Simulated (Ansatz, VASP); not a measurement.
**SiC in VASP and in Ansatz**

```
Si C
1.0
    -0.01032    2.17828    2.19754
     2.17828   -0.01032    2.19754
     2.16796    2.16796    0.00000
Si C
1 1
Direct
  0.99954 0.99954 0.00046
  0.25046 0.25046 0.24954
```

Alike in both runs: task single point; functional PBE; k mesh 10 × 10 × 10; no spin polarisation.

|  | VASP | Ansatz |
| --- | --- | --- |
| version | VASP 6.6.1 | Ansatz 0.2.0 |
| potentials or method | VASP PAW PBE potentials, release 64 (Si, C) | scalar-relativistic, plane waves, PAW |
| plane-wave cutoff (eV) | 520 | 420 |
| occupations | gaussian, width 0.01 eV | fixed |
| valence electrons in the cell | 8 | 8 |

VASP gave:

| Quantity | Value |
| --- | --- |
| gap on the k mesh at the Fermi level (eV) | 1.27 |
| least direct gap on the mesh (eV) | 4.44 |
| pressure (GPa) | 1.5 |
| largest component of the traceless stress (GPa) | 2.33 |

What did Ansatz give for the same quantities?

gap on the k mesh at the Fermi level (eV): 1.27; least direct gap on the mesh (eV): 4.44; pressure (GPa): 1.5; largest component of the traceless stress (GPa): 2.32.

A k mesh can miss the band edges. As with any semilocal functional, this PBE gap is likely too small.
